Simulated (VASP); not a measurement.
# VASP inputs for InAs (zincblende)

INCAR

```
NSW = 0
LCHARG = .FALSE.
LREAL = .FALSE.
ISIF = 2
EDIFF = 1E-7
PREC = Accurate
NBANDS = 16
ENCUT = 520
LWAVE = .FALSE.
NELM = 120
IBRION = -1
LASPH = .TRUE.
ISMEAR = -1
SIGMA = 0.02
GGA = PS
```

KPOINTS

```
KPOINTS created by Atomic Simulation Environment
0
Gamma
8 8 8
0 0 0
```

KPOINTS_OPT

```
special points
6
Reciprocal
0.0000000000 0.0000000000 0.0000000000 1
0.5000000000 0.0000000000 0.5000000000 1
0.5000000000 0.2500000000 0.7500000000 1
0.3750000000 0.3750000000 0.7500000000 1
0.5000000000 0.5000000000 0.5000000000 1
0.6250000000 0.2500000000 0.6250000000 1
```

POSCAR

```
In As
 1.0000000000000000
     0.0000000000000000    3.0545904682624379    3.0545904682624379
     3.0545904682624379    0.0000000000000000    3.0545904682624379
     3.0545904682624379    3.0545904682624379    0.0000000000000000
 In  As
   1   1
Cartesian
  0.0000000000000000  0.0000000000000000 -0.0000000000000000
  1.5272952341312187  1.5272952341312187  1.5272952341312187
```

VASP ran with the recommended PBE PAW datasets (18 valence electrons in the cell).

**Question.** Estimate the main results of this run.

**Answer.** gap between bands v and c 0.00 eV; least direct gap 0.00 eV; pressure -0.5 GPa.

Band v is the last that the valence electrons fill when counted band by band, and c is the next. Levels in eV from the top of v:

| point | v−1 | v | c | c+1 |
| --- | --- | --- | --- | --- |
| Γ | 0.00 | 0.00 | 0.00 | 3.84 |
| X | -2.24 | -2.24 | 1.49 | 1.97 |
| W | -2.86 | -2.78 | 4.05 | 4.20 |
| K | -3.17 | -1.88 | 2.03 | 4.14 |
| L | -0.95 | -0.95 | 0.81 | 4.60 |
